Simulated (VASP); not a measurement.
# HfB4 (P6/mmm) in VASP: notebook

One crystal, HfB4, is run at these levels: PBE+D3(BJ); tasks: single point, relaxation of cell and atoms.

Program: VASP 6.6.1. These are calculated values, not measurements. Logs are shortened: lines on timing, memory, paths and dates and some standing lists are left out, and cuts for length are marked.

### 1 The cell of the first run

It takes space group P6/mmm (No. 191, hexagonal). The conventional cell has a = 3.092 Å, b = 3.092 Å, c = 5.286 Å, α = 90.00°, β = 90.00°, γ = 120.00°. Around Hf (site symmetry 6/mmm) lie 12 B at 2.46 Å. Around B (site symmetry 3m) lie 4 B at 1.79 to 1.91 Å.

The cell was built by a generator and needn't be a form met in nature.

### 2 Single point, PBE+D3(BJ) (sheets of the MB2-sandwich type stacked, one a cell (P6/mmm, No. 191))

Contents of INCAR:

```
ALGO = Normal
EDIFF = 1E-6
ENCUT = 520
GGA = PE
ISIF = 2
ISMEAR = 0
IVDW = 12
LASPH = True
LCHARG = True
LELF = True
LREAL = False
LVHAR = True
LWAVE = False
NBANDS = 19
NELM = 60
PREC = Accurate
SIGMA = 0.1
```

Contents of KPOINTS:

```
k-points
0
Gamma
  6 6 4
```

Contents of POSCAR:

```
HfB4
1.0
    3.0920754006      0.0000000028      0.0000000000
   -1.5460377028      2.6778158459      0.0000000000
    0.0000000000      0.0000000000      5.2857590289
Hf B
1 4
Direct
    0.0000000000      0.0000000000      0.0000000000
    0.3333333333      0.6666666667      0.6804503771
    0.6666666667      0.3333333333      0.6804503771
    0.3333333333      0.6666666667      0.3195496229
    0.6666666667      0.3333333333      0.3195496229
```

Potentials or basis: VASP PAW PBE potentials, release 64 (Hf_pv, B).

Command:

```bash
cat potpaw_PBE.64/Hf_pv/POTCAR potpaw_PBE.64/B/POTCAR > POTCAR
mpirun -np 1 vasp_std > vasp.out
```

OUTCAR:

```text
EDIFF = 1E-6
   ENCUT = 520
   GGA = PE
   ISIF = 2
   ISMEAR = 0
   IVDW = 12
   LASPH = True
   LREAL = False
   NELM = 60
   PREC = Accurate
 IVDW          = 12

 ion  position               nearest neighbor table
   1  0.000  0.000  0.000-   2 2.46   3 2.46   4 2.46   5 2.46   3 2.46   5 2.46   2 2.46   4 2.46
                             3 2.46   5 2.46   2 2.46   4 2.46
   2  0.333  0.667  0.680-   3 1.79   3 1.79   3 1.79   4 1.91   1 2.46   1 2.46   1 2.46
   3  0.667  0.333  0.680-   2 1.79   2 1.79   2 1.79   5 1.91   1 2.46   1 2.46   1 2.46
   4  0.333  0.667  0.320-   5 1.79   5 1.79   5 1.79   2 1.91   1 2.46   1 2.46   1 2.46
   5  0.667  0.333  0.320-   4 1.79   4 1.79   4 1.79   3 1.91   1 2.46   1 2.46   1 2.46

  LATTYP: Found a hexagonal cell.
 ALAT       =     3.0920754006
 C/A-ratio  =     1.7094534719

  Lattice vectors:

 A1 = (   3.0920754006,   0.0000000028,   0.0000000000)
 A2 = (  -1.5460377028,   2.6778158459,   0.0000000000)
 A3 = (   0.0000000000,   0.0000000000,   5.2857590289)

Analysis of symmetry for initial positions (statically):
=====================================================================
 Subroutine PRICEL returns:
 Original cell was already a primitive cell.

 Routine SETGRP: Setting up the symmetry group for a
 hexagonal supercell.

 Subroutine GETGRP returns: Found 24 space group operations
 (whereof 24 operations were pure point group operations)
 out of a pool of 24 trial point group operations.

The static configuration has the point symmetry D_6h.

Analysis of symmetry for dynamics (positions and initial velocities):
=====================================================================
 Subroutine PRICEL returns:
 Original cell was already a primitive cell.

 Routine SETGRP: Setting up the symmetry group for a
 hexagonal supercell.

 Subroutine GETGRP returns: Found 24 space group operations
 (whereof 24 operations were pure point group operations)
 out of a pool of 24 trial point group operations.

The dynamic configuration has the point symmetry D_6h.

 Subroutine INISYM returns: Found 24 space group operations
 (whereof 24 operations are pure point group operations),
 and found     1 'primitive' translations

----------------------------------------------------------------------------------------

                                     Primitive cell

  volume of cell :      43.7661

  direct lattice vectors                    reciprocal lattice vectors
     3.092075401  0.000000003  0.000000000     0.323407379  0.186719337  0.000000000
    -1.546037703  2.677815846  0.000000000    -0.000000000  0.373438674  0.000000000
     0.000000000  0.000000000  5.285759029     0.000000000  0.000000000  0.189187588

  length of vectors
     3.092075401  3.092075401  5.285759029     0.373438674  0.373438674  0.189187588

  position of ions in fractional coordinates (direct lattice)
     0.000000000  0.000000000  0.000000000
     0.333333333  0.666666667  0.680450377
     0.666666667  0.333333333  0.680450377
     0.333333333  0.666666667  0.319549623
     0.666666667  0.333333333  0.319549623

  ion indices of the primitive-cell ions
   primitive index   ion index
                 1           1
                 2           2
                 3           3
                 4           4
                 5           5

----------------------------------------------------------------------------------------

 KPOINTS: k-points

Automatic generation of k-mesh.
 Grid dimensions read from file:
 generate k-points for:    6    6    4

 Generating k-lattice:

  Cartesian coordinates                     Fractional coordinates (reciprocal lattice)
     0.053901230  0.031119890  0.000000000     0.166666667 -0.000000000  0.000000000
    -0.000000000  0.062239779  0.000000000     0.000000000  0.166666667  0.000000000
     0.000000000  0.000000000  0.047296897     0.000000000  0.000000000  0.250000000

  Length of vectors
     0.062239779  0.062239779  0.047296897

  Shift w.r.t. Gamma in fractional coordinates (k-lattice)
     0.000000000  0.000000000  0.000000000

 Subroutine IBZKPT returns following result:
 ===========================================

 Found     21 irreducible k-points:

 Following reciprocal coordinates:
            Coordinates               Weight
  0.000000  0.000000  0.000000      1.000000
  0.166667  0.000000  0.000000      6.000000
  0.333333  0.000000  0.000000      6.000000
  0.500000  0.000000  0.000000      3.000000
  0.166667  0.166667  0.000000      6.000000
  0.333333  0.166667  0.000000     12.000000
[... 13 lines left out ...]
  0.333333  0.166667  0.500000     12.000000
  0.333333  0.333333  0.500000      2.000000
   k-points           NKPTS =     21   k-points in BZ     NKDIM =     21   number of bands    NBANDS=     19
   number of dos      NEDOS =    301   number of ions     NIONS =      5
   total plane-waves  NPLWV =  23040
   dimension x,y,z NGX =    24 NGY =   24 NGZ =   40
   dimension x,y,z NGXF=    48 NGYF=   48 NGZF=   80
   ions per type =               1   4
   NGX,Y,Z   is equivalent  to a cutoff of  12.90, 12.90, 12.58 a.u.
   NGXF,Y,Z  is equivalent  to a cutoff of  25.81, 25.81, 25.16 a.u.
 SYSTEM =  unknown system
   PREC   = accura    normal or accurate (medium, high low for compatibility)
   ISTART =      0    job   : 0-new  1-cont  2-samecut
   ICHARG =      2    charge: 1-file 2-atom 10-const
   ISPIN  =      1    spin polarized calculation?
   LNONCOLLINEAR =      F non collinear calculations
   LSORBIT =      F    spin-orbit coupling
   LASPH  =      T    aspherical Exc in radial PAW
   ENCUT  =  520.0 eV  38.22 Ry    6.18 a.u.   5.75  5.75  9.83*2*pi/ulx,y,z
   NELM   =     60;   NELMIN=  2; NELMDL= -5     # of ELM steps
   EDIFF  = 0.1E-05   stopping-criterion for ELM
   LREAL  =      F    real-space projection
   EDIFFG = 0.1E-04   stopping-criterion for IOM
   NSW    =      0    number of steps for IOM
   IBRION =     -1    ionic relax: 0-MD 1-quasi-New 2-CG
   NFREE  =      0    steps in history (QN), initial steepest desc. (CG)
   ISIF   =      2    stress and relaxation
   ISYM   =      2    0-nonsym 1-usesym 2-fastsym
   POTIM  = 0.5000    time-step for ionic-motion
   TEBEG  =    0.0;   TEEND  =   0.0 temperature during run
   PSTRESS=    0.0 pullay stress
   NELECT =      22.0000    total number of electrons
   NUPDOWN=      -1.0000    fix difference up-down
   EMIN   =  10.00;   EMAX   =-10.00  energy-range for DOS
   EFERMI =   0.00;   METHOD = LEGACY
   ISMEAR =     0;   SIGMA  =   0.10  broadening in eV -4-tet -1-fermi 0-gaus
   EFERMI_NEDOS =   21; number of points for ismear=-14 and -15
   IALGO  =     38    algorithm
   IMIX   =      4    mixing-type and parameters
     AMIX     =   0.40;   BMIX     =  1.00
     AMIX_MAG =   1.60;   BMIX_MAG =  1.00
  volume/ion in A,a.u.               =       8.75        59.07
  Fermi-wavevector in a.u.,A,eV,Ry     =   1.301676  2.459812 23.053185  1.694361
  Thomas-Fermi vector in A             =   2.432794
   LORBIT       =      0    0 simple, 1 ext, 2 COOP (PROOUT), +10 PAW based schemes
   GGA     = PE    functional components
   LHFCALC =     F    Hartree Fock is set to
   AEXX    =    0.0000 exact exchange contribution
   IVDW    =    12    specifies the selected vdW correction
   LEPSILON=     F    determine dielectric tensor
   LRPA    =     F    only Hartree local field effects (RPA)
 non-spin polarized calculation
 Gauss-broadening in eV      SIGMA  =   0.10
  energy-cutoff  :      520.00
  volume of cell :       43.77
 maximum number of plane-waves:      1192
 NGX is ok and might be reduce to    24
   NGX = 11   NGY = 11   NGZ = 19

 number of electron      21.9999999 magnetization

 Free energy of the ion-electron system (eV)
  ---------------------------------------------------
  ext. energy  EPLUGINS =         0.00000000
  ---------------------------------------------------
  free energy    TOTEN  =       -38.61280553 eV

  energy without entropy =      -38.60449325  energy(sigma->0) =      -38.60864939

 E-fermi :   6.8474     XC(G=0): -12.3423

 val. band max:        6.8275933034   @ k =   0.3333   0.1667   0.5000
 cond. band min:       6.8593211733   @ k =   0.0000   0.0000   0.2500
 fundamental gap:      0.0317278700
 Fermi energy:         6.8474172670

 k-point     1 :       0.0000    0.0000    0.0000
  band No.  band energies     occupation
      1     -23.2485      2.00000
      2     -22.6341      2.00000
      3     -22.6341      2.00000
      4      -7.2600      2.00000
      5      -2.1033      2.00000
      6      -1.1160      2.00000
[... 11 lines left out ...]
     18      12.1654      0.00000
     19      12.1654      0.00000

 k-point     2 :       0.1667    0.0000    0.0000
  band No.  band energies     occupation
      1     -23.2022      2.00000
      2     -22.8698      2.00000
      3     -22.6858      2.00000
      4      -6.7437      2.00000
      5      -1.9835      2.00000
      6      -0.3590      2.00000
[... 11 lines left out ...]
     18      13.8647      0.00000
     19      14.3005      0.00000

 k-point     3 :       0.3333    0.0000    0.0000
  band No.  band energies     occupation
      1     -23.3132      2.00000
      2     -23.1083      2.00000
      3     -22.7874      2.00000
      4      -5.3009      2.00000
      5      -1.6192      2.00000
      6      -0.3157      2.00000
[... 11 lines left out ...]
     18      15.4096      0.00000
     19      16.8362      0.00000

 k-point     4 :       0.5000    0.0000    0.0000
  band No.  band energies     occupation
      1     -23.5228      2.00000
      2     -23.0606      2.00000
      3     -22.8374      2.00000
      4      -3.3495      2.00000
      5      -2.7899      2.00000
      6      -1.2950      2.00000
[... 11 lines left out ...]
     18      15.3149      0.00000
     19      16.4678      0.00000

 k-point     5 :       0.1667    0.1667    0.0000
  band No.  band energies     occupation
      1     -23.1627      2.00000
      2     -23.1320      2.00000
      3     -22.8084      2.00000
      4      -5.7647      2.00000
      5      -1.7148      2.00000
      6       0.9102      2.00000
[... 11 lines left out ...]
     18      15.0726      0.00000
     19      16.2040      0.00000

 k-point     6 :       0.3333    0.1667    0.0000
  band No.  band energies     occupation
      1     -23.4125      2.00000
      2     -23.0608      2.00000
      3     -22.9598      2.00000
      4      -3.9583      2.00000
      5      -1.4108      2.00000
      6      -1.1507      2.00000
[... 11 lines left out ...]
     18      15.4517      0.00000
     19      15.9846      0.00000

 k-point     7 :       0.3333    0.3333    0.0000
  band No.  band energies     occupation
      1     -23.2567      2.00000
      2     -23.2567      2.00000
      3     -23.0370      2.00000
      4      -2.1945      2.00000
      5      -2.1945      2.00000
      6      -0.4480      2.00000
[... 11 lines left out ...]
     18      16.6659      0.00000
     19      16.6659      0.00000

 k-point     8 :       0.0000    0.0000    0.2500
  band No.  band energies     occupation
      1     -23.2507      2.00000
      2     -22.6341      2.00000
      3     -22.6341      2.00000
      4      -6.9504      2.00000
      5      -3.6706      2.00000
      6       0.7626      2.00000
[... 190 lines left out ...]
 k-point    17 :       0.3333    0.0000    0.5000
  band No.  band energies     occupation
      1     -23.3128      2.00000
      2     -23.1112      2.00000
      3     -22.7873      2.00000
      4      -4.9926      2.00000
      5      -2.4372      2.00000
      6      -0.0323      2.00000
[... 11 lines left out ...]
     18      15.5511      0.00000
     19      16.3335      0.00000

 k-point    18 :       0.5000    0.0000    0.5000
  band No.  band energies     occupation
      1     -23.5224      2.00000
      2     -23.0629      2.00000
      3     -22.8372      2.00000
      4      -3.8490      2.00000
      5      -1.8640      2.00000
      6      -0.6922      2.00000
[... 11 lines left out ...]
     18      15.9254      0.00000
     19      17.0395      0.00000

 k-point    19 :       0.1667    0.1667    0.5000
  band No.  band energies     occupation
      1     -23.1623      2.00000
      2     -23.1352      2.00000
      3     -22.8082      2.00000
      4      -5.3401      2.00000
      5      -2.9173      2.00000
      6       1.1366      2.00000
[... 11 lines left out ...]
     18      14.6152      0.00000
     19      14.7116      0.00000

 k-point    20 :       0.3333    0.1667    0.5000
  band No.  band energies     occupation
      1     -23.4121      2.00000
      2     -23.0631      2.00000
      3     -22.9595      2.00000
      4      -3.9983      2.00000
      5      -1.2707      2.00000
      6      -1.0309      2.00000
[... 11 lines left out ...]
     18      16.2378      0.00000
     19      16.9855      0.00000

 k-point    21 :       0.3333    0.3333    0.5000
  band No.  band energies     occupation
      1     -23.2563      2.00000
      2     -23.2563      2.00000
      3     -23.0391      2.00000
      4      -2.5788      2.00000
      5      -2.5788      2.00000
      6       0.5779      2.00000
[... 11 lines left out ...]
     18      16.3857      0.00000
     19      16.9464      0.00000

------------------------ aborting loop because EDIFF is reached ----------------------------------------

 Edisp (eV)   -1.53480

 E8    (eV) :    -0.6410

  FORCE on cell =-STRESS in cart. coord.  units (eV):
  Direction    XX          YY          ZZ          XY          YZ          ZX
  --------------------------------------------------------------------------------------
  -------------------------------------------------------------------------------------
  Total      -0.05977    -0.05977     0.02309     0.00000     0.00000     0.00000
  in kB      -2.18806    -2.18806     0.84528     0.00000     0.00000     0.00000
  external pressure =       -1.18 kB  Pullay stress =        0.00 kB

 VOLUME and BASIS-vectors are now :
 -----------------------------------------------------------------------------
  energy-cutoff  :      520.00
  volume of cell :       43.77
      direct lattice vectors                 reciprocal lattice vectors
     3.092075401  0.000000003  0.000000000     0.323407379  0.186719337  0.000000000
    -1.546037703  2.677815846  0.000000000    -0.000000000  0.373438674  0.000000000
     0.000000000  0.000000000  5.285759029     0.000000000  0.000000000  0.189187588

 POSITION                                       TOTAL-FORCE (eV/Angst)
 -----------------------------------------------------------------------------------
      0.00000      0.00000      0.00000        -0.000000      0.000000      0.000000
     -0.00000      1.78521      3.59670         0.000000     -0.000000      0.010301
      1.54604      0.89261      3.59670        -0.000000      0.000000      0.010301
     -0.00000      1.78521      1.68906         0.000000     -0.000000     -0.010301
      1.54604      0.89261      1.68906        -0.000000      0.000000     -0.010301
 -----------------------------------------------------------------------------------
    total drift:                               -0.000000     -0.000000      0.000000

  FREE ENERGIE OF THE ION-ELECTRON SYSTEM (eV)
  ---------------------------------------------------
  free  energy   TOTEN  =       -40.1476022178 eV

  energy  without entropy=      -40.1392899334  energy(sigma->0) =      -40.14344608
```

Wall time 10 s (1 thread of AMD EPYC 9R45 (Zen 5), shared host); peak memory 0.15 GiB.

Results:

```yaml
Free_energy: -40.1476 eV
Pressure: -0.1 GPa
Largest_force: 0.010 eV/Å
Band_gap_on_the_k_mesh: none (metal or under the smearing width)
Dispersion_energy_per_atom: -0.307 eV
```

Forces in eV/Å, atoms in the order of the input:
```
Hf   0.000  0.000  0.000
B    0.000  0.000  0.010
B    0.000  0.000  0.010
B    0.000  0.000 -0.010
B    0.000  0.000 -0.010
```

Levels at points of the mesh, in eV from the Fermi level:
```csv
k point,band 9,band 10,band 11,band 12,band 13,band 14
"(0.00, 0.00, 0.00)",0.24,0.97,0.97,2.46,2.46,3.18
"(0.50, 0.00, 0.00)",-3.66,-2.96,-2.68,0.38,4.30,5.50
"(0.00, 0.00, 0.50)",-1.35,-1.13,-1.13,1.88,1.88,3.95
"(0.50, 0.00, 0.50)",-4.10,-1.94,-1.19,0.65,3.63,3.89
```

Caveat: the k mesh is coarse (spacing up to 0.39 Å⁻¹), so the values aren't converged; pairwise dispersion overbinds metals, which lowers pressure and volume. Spin-orbit coupling is left out, which matters for the levels of Hf.

(Part 1 of 2 ends here.)
